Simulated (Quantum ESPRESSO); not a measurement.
## PbS (Galena): equation of state with rev-vdW-DF2

PbS (Galena):

```
Pb S
1.0
     0.00000    2.96575    2.96575
     2.96575    0.00000    2.96575
     2.96575    2.96575    0.00000
Pb S
1 1
Direct
  0.00000 0.00000 0.00000
  0.50000 0.50000 0.50000
```

| Quantity | Value |
| --- | --- |
| Program | Quantum ESPRESSO 7.5 |
| Task | equation of state |
| Functional | rev-vdW-DF2 |
| Potentials or basis | PseudoDojo 0.4.1 SR PBE standard |
| Cutoff | 762 eV |
| Density cutoff | 3048 eV |
| k mesh | 8 × 8 × 8 |
| Occupations | fermi-dirac, width 0.05 eV |
| Spin | no spin polarisation |
| Mixing beta | 0.5 |
| Most SCF iterations | 120 |
| SCF threshold | 4e-10 Ry |

| Item | Value |
| --- | --- |
| Equilibrium volume | 26.63 Å³/atom |
| Bulk modulus | 56 GPa |
| Pressure derivative of the bulk modulus | 4.2 |

Energy against volume, from the lowest point:
| volume (Å³/atom) | energy (meV/atom) |
| --- | --- |
| 24.521 | 33.44 |
| 25.042 | 18.26 |
| 25.564 | 7.92 |
| 26.086 | 1.97 |
| 26.607 | 0.00 |
| 27.129 | 1.61 |
| 27.651 | 6.44 |

All runs of the series together: 13 min on 1 thread of Intel(R) Xeon(R) Platinum 8259CL CPU @ 2.50GHz (Skylake/Cascade Lake), with other jobs on the host.

Caveat: the potentials were made for another functional, which shifts forces and pressure. Spin-orbit coupling is left out, which matters for the levels of Pb.
